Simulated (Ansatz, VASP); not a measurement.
# Two plane-wave programs on Mg

The input INCAR:

```
ALGO     = Normal         # electronic algorithm
EDIFF    = 1E-6           # SCF threshold, eV
ENCUT    = 520            # plane-wave cutoff, eV
ISIF     = 2              # what is computed and relaxed
ISMEAR   = -1             # smearing method
LASPH    = True           # aspherical terms in the spheres
LCHARG   = False          # write CHGCAR
LREAL    = False          # projectors in reciprocal space
LWAVE    = False          # write WAVECAR
NBANDS   = 9              # bands
NELM     = 60             # most SCF steps
PREC     = Accurate       # precision mode
SIGMA    = 0.1            # smearing width, eV
```

File KPOINTS:

```
k-points
0
Gamma
  19 19 10
```

POSCAR

```
Mg
1.0
    3.0018253952      0.0000000000      0.0000000000
   -1.5009126976      2.5996570500      0.0000000000
    0.0000000000      0.0000000000      4.8727724427
Mg
2
Direct
    0.3333333333      0.6666666667      0.2500000000
    0.6666666667      0.3333333333      0.7500000000
```

Input for Ansatz:

```yaml
crystal:
  lattice:
    - [3.0018253952, 0.0, 0.0]
    - [-1.5009126976, 2.59965705, 0.0]
    - [0.0, 0.0, 4.8727724427]
  atoms:
    - { symbol: Mg, position: [0.3333333333, 0.6666666667, 0.25] }
    - { symbol: Mg, position: [0.6666666667, 0.3333333333, 0.75] }
hamiltonian:
  xc: lda
  pseudopotentials:
    kind: paw
    azcp:
      Mg: "pseudopotentials/Mg.paw.azcp"
basis:
  ecutwfc: 420
  fft_grid_basis: typed
kpoints:
  mp_grid: { grid: [19, 19, 10], shift: [0, 0, 0] }
magnetization:
  spin_polarized: false
scf:
  occupations: { method: fermi_dirac, width: 0.1 }
output:
  stress: true
```

Alike in both runs: task single point; functional LDA; k mesh 19 × 19 × 10; occupations fermi-dirac, width 0.1 eV; no spin polarisation.

```csv
,VASP,Ansatz
version,VASP 6.6.1,Ansatz 0.2.0
potentials or method,"VASP PAW LDA potentials, release 64 (Mg)","plane waves (420 eV) with PAW, scalar-relativistic"
plane-wave cutoff (eV),520,420
valence electrons in the cell,4,20
```

Ansatz gave:

| Item | Value |
| --- | --- |
| pressure (GPa) | 6.6 |
| largest component of the traceless stress (GPa) | 0.12 |

**Question.** What did VASP give for the same quantities?

**Answer.** Pressure (GPa): 6.3; largest component of the traceless stress (GPa): 0.12.

The two sets of potentials don't hold the same shells in valence. Ansatz warned: «pseudo_functional_mismatch».
